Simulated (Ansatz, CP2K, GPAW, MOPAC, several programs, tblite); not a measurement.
## SnS (Pnma) from semi-empirical methods to plane-wave DFT

An 8-atom cell of SnS started from a crystallographic database, relaxed with r2SCAN+rVV10 in Ansatz, was computed with several methods. It is orthorhombic, Pnma (No. 62); a = 11.218 Å, b = 3.962 Å, c = 4.433 Å in the conventional setting, 24.63 Å³ an atom. Sn is surrounded by 3 S at 2.63–2.64 Å; S is surrounded by 3 Sn at 2.63–2.64 Å. The values are computed, spin-unpolarised, and not measurements.

```xyz
8
Lattice="11.2185 0.0000 0.0000 0.0000 3.9618 0.0000 0.0000 0.0000 4.4335" Properties=species:S:1:pos:R:3 pbc="T T T"
Sn    1.3370    0.9904    0.5578
Sn    4.2722    2.9713    2.7745
Sn    6.9463    0.9904    1.6590
Sn    9.8814    2.9713    3.8757
S     9.5301    0.9904    2.1596
S     7.2976    2.9713    4.3763
S     3.9209    0.9904    0.0572
S     1.6884    2.9713    2.2739
```

Gaps and times are for a single point on this cell; volume and bulk modulus come from each method's own relaxation or energy curve at fixed shape, which is too stiff where a cell has free coordinates or axes. Times are rough, from shared hosts (AMD EPYC 7R43 64-Core Processor), and each method has its own mesh and cell size. A double dagger marks a value from a curve with shape and coordinates held. PM6 (MOPAC), PM7 (MOPAC), GFN1-xTB (tblite) treat a cluster of cells at its zone centre, which samples few k points: where these miss a band edge, the gap comes out too large for that reason alone. Gaps from k meshes are read at a limited set of points (mesh, symmetry points, PBE's band edges), so each method's own least gap may be somewhat smaller. xTB and the PM methods were fitted mostly to molecules, and can miss a solid's gap by electronvolts. Minimal bases can be far off for gaps. Curves at held shape can't give the bulk modulus of a layered or molecular crystal, so none is listed. GLLB-SC's gap includes the derivative discontinuity. d marks a direct gap, i an indirect one (no mark: not told apart), a dash a value that wasn't computed or didn't pass its checks.

```json
{"method": "GFN1-xTB (tblite)", "kind": "tight binding", "gap (eV)": "1.53", "own volume (Å³/atom)": "–", "bulk modulus (GPa)": "–", "atoms computed": "48", "processor time": "3.8 s"}
{"method": "light PBE (260 eV and a coarse mesh)", "kind": "light plane-wave", "gap (eV)": "0.81 i", "own volume (Å³/atom)": "–", "bulk modulus (GPa)": "–", "atoms computed": "8", "processor time": "4.2 s"}
{"method": "PM7 (MOPAC)", "kind": "semi-empirical", "gap (eV)": "5.79", "own volume (Å³/atom)": "–", "bulk modulus (GPa)": "–", "atoms computed": "48", "processor time": "8.7 s"}
{"method": "PM6 (MOPAC)", "kind": "semi-empirical", "gap (eV)": "4.98", "own volume (Å³/atom)": "–", "bulk modulus (GPa)": "–", "atoms computed": "48", "processor time": "11 s"}
{"method": "PBE/SZV (CP2K)", "kind": "small basis", "gap (eV)": "0.70 i", "own volume (Å³/atom)": "25.61‡", "bulk modulus (GPa)": "–", "atoms computed": "8", "processor time": "19 s"}
{"method": "PBE", "kind": "semilocal", "gap (eV)": "0.82 i", "own volume (Å³/atom)": "–", "bulk modulus (GPa)": "–", "atoms computed": "8", "processor time": "24 s"}
{"method": "r2SCAN", "kind": "semilocal", "gap (eV)": "1.02 i", "own volume (Å³/atom)": "–", "bulk modulus (GPa)": "–", "atoms computed": "8", "processor time": "52 s"}
{"method": "PBE/DZVP (CP2K)", "kind": "small basis", "gap (eV)": "0.81 i", "own volume (Å³/atom)": "26.02‡", "bulk modulus (GPa)": "–", "atoms computed": "8", "processor time": "59 s"}
{"method": "GLLB-SC (GPAW)", "kind": "model potential", "gap (eV)": "1.41", "own volume (Å³/atom)": "–", "bulk modulus (GPa)": "–", "atoms computed": "8", "processor time": "2.3 min"}
```

Against r2SCAN (1.02 eV) and with closed or daggered gaps left aside, the nearest gap at the points sampled is that of PBE (-0.20 eV) and the farthest that of PM7 (MOPAC) (+4.77 eV). r2SCAN is only a yardstick of convenience: semilocal gaps usually lie below measured ones, which GLLB-SC and hybrids aim to mend.

Runs without a result: GFN2-xTB (tblite) (single point).

Spin-orbit coupling is left out, which matters wherever the heavy atoms make up the band edges.
